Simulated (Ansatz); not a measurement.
**Convergence test, In$_{3}$Sb**

All numbers below come from DFT PBEsol, scalar-relativistic, plane waves, PAW (Ansatz).

```
CELL_PARAMETERS angstrom
4.83696 0.00000 0.00000
0.00000 4.83696 0.00000
0.00000 0.00000 4.83696
ATOMIC_POSITIONS crystal
In 0.50000 0.50000 0.00000
In 0.50000 0.00000 0.50000
In 0.00000 0.50000 0.50000
Sb 0.00000 0.00000 0.00000
```

```json
{
  "Γ-centred k-mesh": "10×10×10",
  "occupation rule": "Gaussian smearing, 0.1 eV",
  "spin treatment": "unpolarised",
  "valence charge of the PAW sets": "In 13, Sb 15"
}
```

The atoms stay fixed while the plane-wave cutoff is varied. ΔE is the energy extrapolated to zero smearing, less that of the reference run (850 eV). The cell isn't necessarily relaxed at this level. Spin–orbit coupling is left out. Pressure is positive in compression and holds a correction for the finite cutoff (Pulay stress).

Times are rough; the reference took 31 s on 1 thread of Intel(R) Xeon(R) Processor @ 2.70GHz, on a shared host, peak memory 0.77 GiB.

Question: One run gave ΔE = 965 meV/atom and P = -3.43 GPa. Which plane-wave cutoff did it use, of 150, 200, 250, 300, 350, 380, 420, 460, 520, 600, 700?

Answer: 250 eV. All runs:

```csv
cutoff (eV),ΔE (meV/atom),P (GPa),plane waves at Γ,wall time (s)
150,60621,-34.36,461,4.7
200,8476,-7.32,739,4.2
250,965,-3.43,1021,6.2
300,72.6,-2.53,1357,6.9
350,3.55,-2.69,1743,7.8
380,1.94,-2.69,1935,9.6
420,1.29,-2.70,2205,16
460,0.57,-2.70,2517,11
520,0.29,-2.70,2969,17
600,0.15,-2.70,3791,25
700,0.03,-2.70,4729,19
850,0.00,-2.70,6403,31
```